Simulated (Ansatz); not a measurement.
A (100) slab of SiNi2 (P6_3/mmc (No. 194)), 12 planes, outer planes SiNi (top) and Ni (bottom), with 24 atoms (Si8Ni16) in a surface cell of A = 19.021 Å², as cut from the bulk:

```yaml
crystal:
  lattice:
    - [3.86846, 0.00000, 0.00000]
    - [0.00000, 4.91699, 0.00000]
    - [0.00000, 0.00000, 27.28402]
  atoms:
    - { symbol: Ni, position: [0.50000, 0.00000, 0.27489] }
    - { symbol: Ni, position: [0.50000, 0.50000, 0.27489] }
    - { symbol: Si, position: [0.00000, 0.25000, 0.31582] }
    - { symbol: Ni, position: [0.00000, 0.75000, 0.31582] }
    - { symbol: Si, position: [0.50000, 0.75000, 0.35675] }
    - { symbol: Ni, position: [0.50000, 0.25000, 0.35675] }
    - { symbol: Ni, position: [0.00000, 0.00000, 0.39768] }
    - { symbol: Ni, position: [0.00000, 0.50000, 0.39768] }
    - { symbol: Si, position: [0.50000, 0.25000, 0.43861] }
    - { symbol: Ni, position: [0.50000, 0.75000, 0.43861] }
    - { symbol: Si, position: [0.00000, 0.75000, 0.47954] }
    - { symbol: Ni, position: [0.00000, 0.25000, 0.47954] }
    - { symbol: Ni, position: [0.50000, 0.00000, 0.52046] }
    - { symbol: Ni, position: [0.50000, 0.50000, 0.52046] }
    - { symbol: Si, position: [0.00000, 0.25000, 0.56139] }
    - { symbol: Ni, position: [0.00000, 0.75000, 0.56139] }
    - { symbol: Si, position: [0.50000, 0.75000, 0.60232] }
    - { symbol: Ni, position: [0.50000, 0.25000, 0.60232] }
    - { symbol: Ni, position: [0.00000, 0.00000, 0.64325] }
    - { symbol: Ni, position: [0.00000, 0.50000, 0.64325] }
    - { symbol: Si, position: [0.50000, 0.25000, 0.68418] }
    - { symbol: Ni, position: [0.50000, 0.75000, 0.68418] }
    - { symbol: Si, position: [0.00000, 0.75000, 0.72511] }
    - { symbol: Ni, position: [0.00000, 0.25000, 0.72511] }
```

Level of theory: DFT PBEsol, scalar-relativistic, plane waves, PAW in Ansatz 0.2.0. Cutoff 420 eV; k points 9×7×1 on the computed 24-atom cell (Γ-centred); Gaussian smearing, width 0.10 eV; no spin polarisation. A dipole correction removes the field between periodic images along c.

Against the same 24 atoms in the bulk, the slab as cut lies 6.615 eV higher and the relaxed slab 5.888 eV higher. Bulk and slab both ran without spin polarisation, so these energies, and the surface energy and work of the cut from them, are those of a non-magnetic state, though Ni often carries moments.

Q: Work out the surface energy before and after relaxation.

A: The slab has two faces, so γ = (E_slab − N·E_bulk)/(2A), the mean of both. As cut: 6.615/(2 × 19.021) = 0.1739 eV/Å², and 1 eV/Å² = 16.02 J/m², so γ = 2.79 J/m². Relaxed: 5.888/(2 × 19.021) = 0.1548 eV/Å² = 2.48 J/m². Relaxation recovers 11 % of the cost of cutting.

Q: What is the ideal work of this cut, per area?

A: Griffith's ideal work is 2γ: 5.57 J/m² if the new faces stay rigid, 4.96 J/m² if they relax. Other cuts parallel to this plane can cost less. One thickness was run, 12 planes, so γ can still shift with it.

The slab was run without spin polarisation; whether its Ni atoms carry moments at the surface wasn't tested.